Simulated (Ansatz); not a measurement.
Consider RuO2 in the rutile structure (space group P4_2/mnm, No. 136; a = 4.480 Å, c = 3.107 Å). Axes: x, y, z lie along a, b, c of the conventional cell.

Method: plane-wave PAW DFT at the r2SCAN level (Ansatz, a program for electronic structure, 500 eV), spin-orbit coupling left out.

For the base:

Shortest interatomic distance: 1.934 Å
Band gap: zero

It is then changed as follows: the cell is stretched by 1.33 % along y with no lateral relaxation, atoms relaxed at fixed cell.

**Question.** What does the calculation give for the shortest interatomic distance after the change?

**Answer.** The shortest interatomic distance increases by 0.011 Å to 1.945 Å.

**Question.** What happens to the largest internal atomic displacement?

**Answer.** The largest internal atomic displacement is 0.012 Å.

**Question.** What happens to the band gap?

**Answer.** The band gap is still zero.

**Question.** Estimate the effect on the energy relative to the base.

**Answer.** The energy increases by 1.9 meV/atom.

Without a gap, meshes like the base's 11×11×15 leave anisotropic stresses uncertain by several tenths of a GPa, and small strain energies with them. The cells carry an imposed strain or load. Stability against distortions was not tested. Seeded moments were not kept for the base. No Hubbard U is applied, and correlation can decide whether such a compound is a metal. All final runs are without spin polarisation.
